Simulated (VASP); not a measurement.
The system is BaTiO3.

```
Ba Ti O
1.0
     3.99980    0.00000    0.00000
     0.00000    3.99980    0.00000
     0.00000    0.00000    4.01800
Ba Ti O
1 1 3
Direct
  0.00000 0.00000 0.00000
  0.50000 0.50000 0.49000
  0.50000 0.50000 0.01900
  0.50000 0.00000 0.51700
  0.00000 0.50000 0.51700
```

```yaml
Program: VASP 6.6.1
Task: relaxation of cell and atoms
Functional: PBEsol
Potentials_or_basis: VASP PAW PBE potentials, release 64 (Ba_sv, Ti_sv, O)
Cutoff: 600 eV
k_mesh: 8 × 8 × 8
Occupations: gaussian, width 0.03 eV
Spin: no spin polarisation
```

At the start: pressure -2.2 GPa; volume 12.86 Å³/atom.

Q: How do energy, volume and symmetry change on relaxing?

A: Over 13 steps the energy falls by 3.0 meV/atom and the volume is 12.79 Å³/atom (-0.5 %); space group P4mm (No. 99, to 0.05 Å).

The path:
```csv
step,energy change (eV),largest force (eV/Å),pressure (GPa),volume (Å³)
1,0.0000,0.3270,-2.15,64.28
2,-0.0031,0.0389,2.65,62.69
3,-0.0086,0.1429,0.46,63.38
4,-0.0112,0.0847,0.32,63.51
5,-0.0125,0.0977,0.08,63.79
6,-0.0127,0.0942,0.10,63.71
7,-0.0137,0.0544,-0.07,63.84
8,-0.0141,0.0693,-0.37,64.05
9,-0.0145,0.0625,0.06,63.93
10,-0.0145,0.0629,0.08,63.93
11,-0.0147,0.0363,0.05,63.95
12,-0.0148,0.0297,0.01,63.96
13,-0.0149,0.0058,0.02,63.97
```

Final structure:
```xyz
5
Lattice="3.9665 0.0000 0.0000 0.0000 3.9665 0.0000 0.0000 0.0000 4.0663" Properties=species:S:1:pos:R:3 pbc="T T T"
Ba    0.0000    0.0000    4.0608
Ti    1.9832    1.9832    1.9599
O     1.9832    1.9832    0.1180
O     1.9832    0.0000    2.1009
O     0.0000    1.9832    2.1009
```

Caveat: the PAW data sets were made with another functional, which shifts forces and pressure a little.
